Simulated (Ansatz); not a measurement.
# CO2: gradients and densities at the nuclei, part 2 of 3

Wanted: quadrupolar parameters for every site of CO2, with a sense of how robust they are. The cell is a computed entry of the Materials Project. Planned: a single point, then r2SCAN, then a check of xc_grid with chi_scale.

Ansatz 0.2.0; DFT, PBE, plane-wave PAW, default files, scalar-relativistic, as far as a step names no other.

## (3) Functional r2SCAN

File input.yaml:

```yaml
crystal:
  lattice:
    - [10.994667, 0.0, 0.0]
    - [0.0, 3.766817, 0.0]
    - [0.0, 0.0, 5.583264]
  atoms:
    - { symbol: C, position: [0.66376, 0.237282, 0.102277] }
    - { symbol: C, position: [0.33624, 0.762718, 0.602277] }
    - { symbol: C, position: [0.83624, 0.737282, 0.602277] }
    - { symbol: C, position: [0.16376, 0.262718, 0.102277] }
    - { symbol: O, position: [0.565421, 0.327711, 0.048622] }
    - { symbol: O, position: [0.434579, 0.672289, 0.548622] }
    - { symbol: O, position: [0.934579, 0.827711, 0.548622] }
    - { symbol: O, position: [0.065421, 0.172289, 0.048622] }
    - { symbol: O, position: [0.76255, 0.146742, 0.1571] }
    - { symbol: O, position: [0.23745, 0.853258, 0.6571] }
    - { symbol: O, position: [0.73745, 0.646742, 0.6571] }
    - { symbol: O, position: [0.26255, 0.353258, 0.1571] }
kpoints:
  mp_grid: { grid: [2, 6, 4] }
scf:
  occupations: { method: fermi_dirac, width: 0.02 }
hamiltonian:
  xc: r2scan
  pseudopotentials: { kind: paw }
output:
  forces: true
  stress: true
  populations: true
  efg: { quadrupole_moments_barn: { O: -0.02558 }, contact_densities: true }
  write_density: true
  write_potential: true
  elf: true
  volumetric_format: npy
```

Run with:

```console
$ ansatz run input.yaml --threads 1 --pin off --max-ram 2560MiB --backend cpu --events-out ev --progress --plain --runs-dir out
```

What it wrote:

```text
Warning: RAYON_NUM_THREADS=1 ignored (pool sized by the plan → 1); use --threads N
Engine: ansatz 0.2.0, x86_64-unknown-linux-gnu
Pseudopotentials: kind: paw
Pseudopotential: C, paw, valence charge 4, recommended cutoff 500 eV (meta_gga), C.paw.azcp
Pseudopotential: O, paw, valence charge 6, recommended cutoff 500 eV (meta_gga), O.paw.azcp
Functional definition: r2SCAN
  parameter k0 = 0.174
  parameter k1 = 0.065
  parameter a1 = 4.9479
  exchange = r2scan_x(k0 = k0, k1 = k1, a1 = a1)
  correlation = r2scan_c
Crystal: 12 atoms, lattice volume = 231.230 Å³
Basis set: ecut = 500 eV, 5865 PW (Γ), exchange–correlation on 324×120×180 points (64 copies of the dense FFT grid, shifted against one another)
Bands: 44, of which v1, the nominal top of the filled ones, is band 32 counted from 1 (31 counted from 0)
Symmetry: 4 space group operations
Space group: Pna21 (ITA 33), of the structure as read, at distance tolerance 6.1e-5 Å
k-points: 24 of 48 (time reversal used)
Non-local potential: C, projectors of the file, l = 0: 2, l = 1: 2, l = 2: 1
Non-local potential: O, projectors of the file, l = 0: 2, l = 1: 2, l = 2: 1
PAW form: soft (Blöchl's): semilocal exchange-correlation on the pseudo side does not see the compensation charge
PAW frozen core: C, regenerated for the run's functional (the file was generated under x = pbe(κ = 0.804, μ = 0.2195149727645171), c = pbe(β = 0.06672455060314922))
PAW frozen core: O, regenerated for the run's functional (the file was generated under x = pbe(κ = 0.804, μ = 0.2195149727645171), c = pbe(β = 0.06672455060314922))
PAW one-centre angular grid: C, 302 points (default); XC on 239 of its mesh's 2573 points in the sphere
PAW one-centre angular grid: O, 302 points (default); XC on 160 Gauss nodes
Initial density: superposition of atomic densities (neutral atoms: chi_scale 0, normalization atom), corrected by the library's trained network
Initial wavefunctions: pseudopotential atomic-orbital guess
Functional: x = r2scan, c = r2scan; τ floored in thin density (d = 2e-4 eV/Å³)
SCF iter   1: F=—  HF=-5550.390339 eV  |F-HF|=—  |Δ(HF+E_count)|=         —  Δρ=1.27e-2  dr2=3.78e-1  dr2_τ=1.84e0  ethr=1.77e-3  ⟨swp⟩=7.5  Hψ=5099  notcnv=0  defer=5
preconditioner: auto → Resta (q_TF=auto, 2.202 Å⁻¹)  ε∞=2.4  [insulator: Δε(μ)=7.270 eV  Ē_g=16.708 eV  σ=0.020 eV  W_gap=1.00  n_scr=42 (ndim 8)  ℏωp=19.5 eV  f_vac=0.338  D(μ)=0.00/eV (n_scr^D=0)  ε∞_Penn≈2.4]
SCF iter   2: F=—  HF=-5550.406378 eV  |F-HF|=—  |Δ(HF+E_count)|=   1.60e-2  Δρ=5.86e-3  dr2=2.83e-2  dr2_τ=1.88e-2  ethr=5.91e-4  ⟨swp⟩=2.0  Hψ=2114  notcnv=0  defer=94
SCF iter   3: F=—  HF=-5550.399973 eV  |F-HF|=—  |Δ(HF+E_count)|=   6.40e-3  Δρ=2.35e-3  dr2=5.81e-3  dr2_τ=6.91e-4  ethr=4.42e-5  ⟨swp⟩=2.1  Hψ=1898  notcnv=0  defer=94
SCF iter   4: F=—  HF=-5550.398948 eV  |F-HF|=—  |Δ(HF+E_count)|=   1.03e-3  Δρ=6.55e-4  dr2=6.12e-4  dr2_τ=9.39e-5  ethr=9.07e-6  ⟨swp⟩=2.6  Hψ=1805  notcnv=0  defer=94
SCF iter   5: F=—  HF=-5550.399057 eV  |F-HF|=—  |Δ(HF+E_count)|=   1.09e-4  Δρ=2.83e-4  dr2=1.39e-4  dr2_τ=2.05e-5  ethr=9.57e-7  ⟨swp⟩=2.3  Hψ=1667  notcnv=0  defer=94
SCF iter   6: F=—  HF=-5550.399126 eV  |F-HF|=—  |Δ(HF+E_count)|=   6.87e-5  Δρ=7.91e-5  dr2=1.29e-5  dr2_τ=4.80e-7  ethr=2.17e-7  ⟨swp⟩=2.5  Hψ=1650  notcnv=0  defer=94
SCF iter   7: F=—  HF=-5550.399358 eV  |F-HF|=—  |Δ(HF+E_count)|=   2.32e-4  Δρ=1.39e-5  dr2=4.90e-7  dr2_τ=2.58e-8  ethr=2.02e-8  ⟨swp⟩=2.2  Hψ=1604  notcnv=0  defer=94
SCF iter   8: F=-5550.399359 eV  HF=-5550.399359 eV  |F-HF|=2.69e-8  |Δ(HF+E_count)|=   1.34e-6  Δρ=1.99e-6  dr2=9.54e-9  dr2_τ=3.50e-10  ethr=1.56e-10  ⟨swp⟩=15.9  Hψ=8426  notcnv=0
SCF 1 converged in 8 iterations: F = -5550.399359 eV  dr2 = 9.54e-9
SCF converged after 8 iterations
Free energy (F): -5550.399359 eV
Harris-Foulkes:  -5550.399359 eV  (|F-HF|=2.69e-8)
Internal energy: -5550.399359 eV  (E = F + TS)
E sigma→0 (E₀):  -5550.399359 eV
Fermi energy:    -0.652026 eV
--- Per-component energies (eV) ---
  E_band       = -744.006667
  E_kinetic    = 1739.675966
  E_local      = -5530.354804  (includes V_loc(G=0)·N_el)
  E_nonlocal   = 491.999061
  E_hartree    = 1944.300211
  E_xc         = -755.673448
  E_vxc        = -1088.788873  (∫ρ·V_xc dr)
  E_paw        = -1682.921052  (= ΣΔE_a)
  E_vpaw       = -322.336539  (= ΣTr[D̂ρ^β])
  E_aug_tail   = 0.008037  (compensation charges beyond the density's cutoff)
  E_vtau       = 77.187551  (kinetic-family band-sum trace: ∫τ·v_τ [+ j·A + Jᵃ·Aᵃ] dr)
  E_ewald      = -1757.078709
  E_core_change = -0.354622  (= ΣΔE_core)
  E_smearing   = -0.000000  (= −TS)
  E_closure    = 0.000000  (closes the sum)
  Σ components = -5550.399359   (vs F -5550.399359, Δ=0.00e0)
--- Forces (eV/Å), atoms counted from 1 ---
  atom   1  C     -0.10742172     0.01273550     0.00372165
  atom   2  C      0.10742172    -0.01273550     0.00372165
  atom   3  C      0.10742172     0.01273550     0.00372165
  atom   4  C     -0.10742172    -0.01273550     0.00372165
  atom   5  O      1.37629102    -0.41809309     0.39076281
  atom   6  O     -1.37629102     0.41809309     0.39076281
  atom   7  O     -1.37629102    -0.41809309     0.39076281
  atom   8  O      1.37629102     0.41809309     0.39076281
  atom   9  O     -1.36114957     0.39360219    -0.39449078
  atom  10  O      1.36114957    -0.39360219    -0.39449078
  atom  11  O      1.36114957     0.39360219    -0.39449078
  atom  12  O     -1.36114957    -0.39360219    -0.39449078
  max |Σ_I F_I| component: 2.53e-5 eV/Å
--- Stress (GPa, compression-positive) ---
       -8.213606       0.000000       0.000000
        0.000000      -1.172859       0.000000
        0.000000       0.000000      -1.007367
  P = ⅓ Tr σ = -3.4646 GPa (-34.646 kbar)
--- PAW observables at the nuclei: V_zz in 10²¹ V/m², potentials from the cell's mean, atoms counted from 1 ---
  atom   1  C  V_zz =    -3.502212   η = 0.0134   by run symmetry: allowed
            electrostatic potential = -402.167099 V   contact ρ = 866.924079 e/Å³
  atom   2  C  V_zz =    -3.502212   η = 0.0134   by run symmetry: allowed
            electrostatic potential = -402.167099 V   contact ρ = 866.924079 e/Å³
  atom   3  C  V_zz =    -3.502212   η = 0.0134   by run symmetry: allowed
            electrostatic potential = -402.167099 V   contact ρ = 866.924079 e/Å³
  atom   4  C  V_zz =    -3.502212   η = 0.0134   by run symmetry: allowed
            electrostatic potential = -402.167099 V   contact ρ = 866.924079 e/Å³
  atom   5  O  V_zz =    +7.484834   η = 0.0575   by run symmetry: allowed   C_q = -4.6295 MHz
            electrostatic potential = -612.040909 V   contact ρ = 2155.085050 e/Å³
  atom   6  O  V_zz =    +7.484834   η = 0.0575   by run symmetry: allowed   C_q = -4.6295 MHz
            electrostatic potential = -612.040909 V   contact ρ = 2155.085050 e/Å³
  atom   7  O  V_zz =    +7.484834   η = 0.0575   by run symmetry: allowed   C_q = -4.6295 MHz
            electrostatic potential = -612.040909 V   contact ρ = 2155.085050 e/Å³
  atom   8  O  V_zz =    +7.484834   η = 0.0575   by run symmetry: allowed   C_q = -4.6295 MHz
            electrostatic potential = -612.040909 V   contact ρ = 2155.085050 e/Å³
  atom   9  O  V_zz =    +8.154050   η = 0.0265   by run symmetry: allowed   C_q = -5.0435 MHz
            electrostatic potential = -611.963535 V   contact ρ = 2154.772893 e/Å³
  atom  10  O  V_zz =    +8.154050   η = 0.0265   by run symmetry: allowed   C_q = -5.0435 MHz
            electrostatic potential = -611.963535 V   contact ρ = 2154.772893 e/Å³
  atom  11  O  V_zz =    +8.154050   η = 0.0265   by run symmetry: allowed   C_q = -5.0435 MHz
            electrostatic potential = -611.963535 V   contact ρ = 2154.772893 e/Å³
  atom  12  O  V_zz =    +8.154050   η = 0.0265   by run symmetry: allowed   C_q = -5.0435 MHz
            electrostatic potential = -611.963535 V   contact ρ = 2154.772893 e/Å³
--- Band table (eV; the first three rows and the last of 24) ---
  k-point 0: bands = ["-25.6344", "-25.6158", "-25.5246", "-25.5170", "-24.4821", "-24.4781", "-24.4722", "-24.4606", "-9.7633", "-9.6977", "-9.6606", "-9.4844", "-8.5345", "-8.5048", "-8.3550", "-8.3202", "-8.2553", "-8.0516", "-7.9776", "-7.9339", "-7.8249", "-7.7874", "-7.7349", "-7.6762", "-4.6289", "-4.4687", "-4.4577", "-4.4417", "-4.3880", "-4.3492", "-4.2967", "-4.2507", "2.9172", "3.8872", "4.3722", "4.5071", "4.5881", "4.7016", "4.8265", "4.8318", "4.8495", "5.1350", "5.4987", "6.5386"]
  k-point 1: bands = ["-25.6173", "-25.6022", "-25.5377", "-25.5343", "-24.4812", "-24.4755", "-24.4741", "-24.4632", "-9.7622", "-9.7145", "-9.6277", "-9.5036", "-8.5800", "-8.4426", "-8.4414", "-8.2504", "-8.1518", "-8.0518", "-7.9458", "-7.9101", "-7.8353", "-7.8312", "-7.7689", "-7.7573", "-4.5839", "-4.4748", "-4.4682", "-4.4405", "-4.4107", "-4.3489", "-4.3037", "-4.2983", "3.3060", "4.2273", "4.4819", "4.5649", "4.6449", "4.7633", "4.7700", "4.8094", "4.8892", "5.0479", "5.4046", "5.7729"]
  k-point 2: bands = ["-25.5760", "-25.5760", "-25.5696", "-25.5696", "-24.4781", "-24.4781", "-24.4694", "-24.4694", "-9.7460", "-9.7460", "-9.5585", "-9.5585", "-8.5687", "-8.5687", "-8.2827", "-8.2827", "-7.9919", "-7.9919", "-7.9330", "-7.9330", "-7.8646", "-7.8646", "-7.8484", "-7.8484", "-4.4879", "-4.4879", "-4.4836", "-4.4836", "-4.3871", "-4.3871", "-4.3291", "-4.3291", "4.2998", "4.2998", "4.6952", "4.6952", "4.7292", "4.7292", "4.7762", "4.7762", "4.9325", "4.9325", "4.9975", "4.9975"]
  k-point 23: bands = ["-25.5545", "-25.5545", "-25.5275", "-25.5275", "-24.4822", "-24.4822", "-24.4546", "-24.4546", "-9.6815", "-9.6815", "-9.6427", "-9.6427", "-8.5479", "-8.5479", "-8.5007", "-8.5007", "-8.2515", "-8.2515", "-8.1579", "-8.1579", "-7.9137", "-7.9137", "-7.8049", "-7.8049", "-4.5838", "-4.5838", "-4.5794", "-4.5794", "-4.4150", "-4.4150", "-4.3294", "-4.3294", "4.4343", "4.4343", "4.4905", "4.4905", "4.9925", "4.9925", "5.0797", "5.0797", "6.6018", "6.6018", "6.6269", "6.6269"]
--- Löwdin populations: 12 sites ---
  site symbol       q [e]
     0      C      3.1975
     1      C      3.1975
     2      C      3.1975
     3      C      3.1975
     4      O      6.2646
     5      O      6.2646
     6      O      6.2646
     7      O      6.2646
     8      O      6.3055
     9      O      6.3055
    10      O      6.3055
    11      O      6.3055
  spilling = 0.014526 (of n_electrons = 64.000000)
```

Wall time 71 s (1 thread of Intel Xeon Platinum 8375C at 2.90GHz (Ice Lake), shared host); peak memory 0.91 GiB.

State: gap on the mesh 7.17 eV, largest force 1.491 eV/Å, pressure -3.5 GPa.

Against step 2 (V_zz in 10²¹ V/m²):

```
site         atoms  V_zz, PBE  V_zz, r2SCAN  η, PBE  η, r2SCAN
   C    1, 2, 3, …      -2.88         -3.50    0.02       0.01
  O5    5, 6, 7, …       6.91          7.48    0.05       0.06
  O9  9, 10, 11, …       7.58          8.15    0.02       0.03
```

The sizes of the gradients above 0.15 moved by 8 % in the median, 21 % at the site that moves most (small gradients counted from 0.15; C, -2.88 to -3.50). The cutoff follows the datasets, from 420 to 500 eV.

Density in a lattice plane of the grid's cell (edges 10.99 and 5.58 Å, at 0.147 of the third edge), which holds O.

Values in e/Å³, 6 rows by 12 columns:
```
0.03 0.09 0.03 0.03 0.01 0.00 0.02 0.04 0.02 0.01 0.01 0.01
0.02 0.00 0.04 0.15 0.04 0.01 0.00 0.00 0.00 0.01 0.02 0.04
0.03 0.00 0.01 0.04 0.02 0.01 0.00 0.00 0.00 0.01 0.02 0.08
0.01 0.02 0.04 0.08 0.03 0.00 0.01 0.02 0.07 0.27 0.07 0.01
0.26 1.38 0.88 0.84 0.15 0.01 0.10 0.50 1.28 6.60 0.72 0.01
0.69 4.90 0.65 0.18 0.04 0.01 0.21 0.98 0.65 0.51 0.10 0.01
```
Columns run along the first of these edges and rows up along the second, over one cell in 12 and 6 even steps from the bottom left corner. Atoms in the plane (fractional): O at (0.07, 0.05), O at (0.76, 0.16).

ELF in the same plane.

Values, 6 rows by 12 columns:
```
0.14 0.42 0.02 0.04 0.01 0.00 0.11 0.26 0.04 0.01 0.00 0.00
0.08 0.00 0.28 0.58 0.11 0.01 0.00 0.00 0.00 0.01 0.02 0.24
0.24 0.00 0.04 0.11 0.03 0.01 0.00 0.00 0.00 0.00 0.03 0.42
0.00 0.08 0.10 0.28 0.09 0.00 0.01 0.06 0.20 0.67 0.26 0.01
0.74 0.75 0.51 0.72 0.64 0.00 0.53 0.62 0.57 0.37 0.84 0.00
0.85 0.67 0.63 0.40 0.25 0.00 0.71 0.73 0.56 0.66 0.58 0.01
```
Columns run along the first of these edges and rows up along the second, over one cell in 12 and 6 even steps from the bottom left corner. Atoms in the plane (fractional): O at (0.07, 0.05), O at (0.76, 0.16).

Both are smooth fields of the valence electrons: close to the nuclei they are not physical.

The highest ELF values outside the cores: 0.88 beside O, off the lines to its neighbours, 0.6 Å from O; 0.83 on the C–O line, 0.5 Å from C; 0.83 between the atoms, 0.6 Å from C.

(Continued in part 3 of 3.)
